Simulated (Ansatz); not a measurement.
The system is Se.

```xyz
3
Lattice="4.3552 0.0000 0.0000 -2.1776 3.7717 0.0000 0.0000 0.0000 4.9494" Properties=species:S:1:pos:R:3 pbc="T T T"
Se    1.7050    2.9532    2.4747
Se   -0.4725    0.8185    4.1245
Se    0.9451    0.0000    0.8249
```

| Quantity | Value |
| --- | --- |
| Program | Ansatz 0.2.0 |
| Task | relaxation of cell and atoms |
| Functional | PBE |
| Dispersion | D3(BJ)-ATM |
| Potentials or basis | Ansatz PAW |
| Cutoff | 420 eV (not typed: the program's choice for these potentials) |
| k mesh | 7 × 7 × 6 |
| Occupations | fermi-dirac, width 0.05 eV |
| Spin | no spin polarisation |

At the start: volume 27.10 Å³/atom.

How do energy, volume and symmetry change on relaxing?

It ends after 8 steps and the volume is 24.77 Å³/atom (-8.6 %); space group P3_221 (No. 154, to 0.05 Å).

The path:
```tsv
step	energy change (eV)	largest force (eV/Å)	volume (Å³)
1	0.0000	1.1581	81.30
2	-0.1210	0.2031	78.96
3	-0.1440	0.0801	76.71
4	-0.1489	0.1039	75.36
5	-0.1535	0.0512	73.87
6	-0.1539	0.0165	74.40
7	-0.1540	0.0009	74.30
8	-0.1536	0.0009	74.30
```

Final structure:
```
CELL_PARAMETERS angstrom
4.09089 0.00000 0.00000
-2.04545 3.54282 0.00000
0.00000 0.00000 5.12638
ATOMIC_POSITIONS crystal
Se 0.75451 0.75451 0.50000
Se 0.00000 0.24549 0.83333
Se 0.24549 0.00000 0.16667
```

Caveat: the plane-wave basis is chosen anew once the cell has moved, so the energies of steps on either side of that aren't comparable.
